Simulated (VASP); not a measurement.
A run of VASP 6.6.1 is set up as follows.

File POSCAR:

```
Ba
1.0
    0.0000000000      3.2378451861      3.2378451861
    3.2378451861      0.0000000000      3.2378451861
    3.2378451861      3.2378451861      0.0000000000
Ba
1
Direct
    0.0000000000      0.0000000000      0.0000000000
```

Contents of INCAR.step1:

```
ALGO = Normal
EDIFF = 1E-5
ENCUT = 520
GGA = PE
ISIF = 2
ISMEAR = 0
LASPH = T
LREAL = F
LWAVE = T
NBANDS = 11
NELM = 100
PREC = Accurate
SIGMA = 0.05
```

The input INCAR.step2:

```
ALGO = Normal
EDIFF = 1E-6
ENCUT = 520
GGA = PE
HFSCREEN = 0.2079
ISIF = 2
ISMEAR = 0
ISTART = 1
LASPH = T
LCHARG = T
LELF = T
LHFCALC = T
LREAL = F
LVHAR = T
LWAVE = F
NBANDS = 11
NELM = 100
PREC = Accurate
PRECFOCK = Normal
SIGMA = 0.05
```

Contents of KPOINTS:

```
k-points
0
Gamma
  6 6 6
```

Potentials or basis: VASP PAW PBE potentials, release 64 (Ba_sv).

Run with:

```sh
$ cat potpaw_PBE.64/Ba_sv/POTCAR > POTCAR
$ cp INCAR.step1 INCAR
$ mpirun -np 1 vasp_std > vasp.out
$ cp INCAR.step2 INCAR
$ mpirun -np 1 vasp_std > vasp.out
```

(1) Estimate the pressure.

(2) What does it give for the band gap on the k mesh?

Results:

(1) 0.0 GPa.

(2) 0.09 eV, indirect (least direct gap 0.12 eV).

Caveat: the PAW data sets were made with another functional, which shifts forces and pressure a little; spin-orbit coupling is left out, which moves the levels of the heavy elements.
